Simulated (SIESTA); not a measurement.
CsPbBr3: energy against volume and a worked fit

```cif
data_structure
_symmetry_space_group_name_H-M 'Pm-3m'
_symmetry_Int_Tables_number 221
_cell_length_a 5.8700
_cell_length_b 5.8700
_cell_length_c 5.8700
_cell_angle_alpha 90.000
_cell_angle_beta 90.000
_cell_angle_gamma 90.000
_cell_volume 202.26
loop_
_atom_site_label
_atom_site_type_symbol
_atom_site_symmetry_multiplicity
_atom_site_Wyckoff_symbol
_atom_site_fract_x
_atom_site_fract_y
_atom_site_fract_z
_atom_site_occupancy
Pb1 Pb 1 b 0.50000 0.50000 0.50000 1
Cs1 Cs 1 a 0.00000 0.00000 0.00000 1
Br1 Br 3 c 0.50000 0.50000 0.00000 1
```

Measurements of this composition are mostly on another form, of space group No. 62.

The cell was scaled at fixed shape and fractions and run with SIESTA, files PseudoDojo sr-lda-0.4.1-standard, DZP (energy shift 0.003 Ry; two zetas on semicore shells; d shell added on Cs); LDA, k mesh 4 × 4 × 4 on the cell of 5 atoms, fermi-dirac occupations of 0.05 eV, no spin polarisation, no spin-orbit coupling. Energies are those that the program minimises, any entropy of the smearing included.

```csv
V (Å³/atom),energy over the lowest row (meV/atom)
38.0253,2.633
38.8343,0.000
39.6434,0.196
40.4524,?
41.2614,7.827
42.0705,14.734
42.8795,23.448
```

**Question.** Fit the third-order Birch-Murnaghan form, give V0, B0 and B′, and predict the energy left open.

**Answer.** With y = (V0/V)^(2/3), E = E0 + (9 V0 B0/16) [(y - 1)³ B′ + (y - 1)² (6 - 4y)]. Least squares through the rows shown give V0 = 39.1779 Å³/atom, E0 = -0.240 meV, B0 = 25.66 GPa (1 eV/Å³ = 160.218 GPa) and B′ = 4.58, with a largest miss of 0.011 meV. At V = 40.4524 the form with these constants gives 2.888 meV; the run gave 2.917 meV an atom.
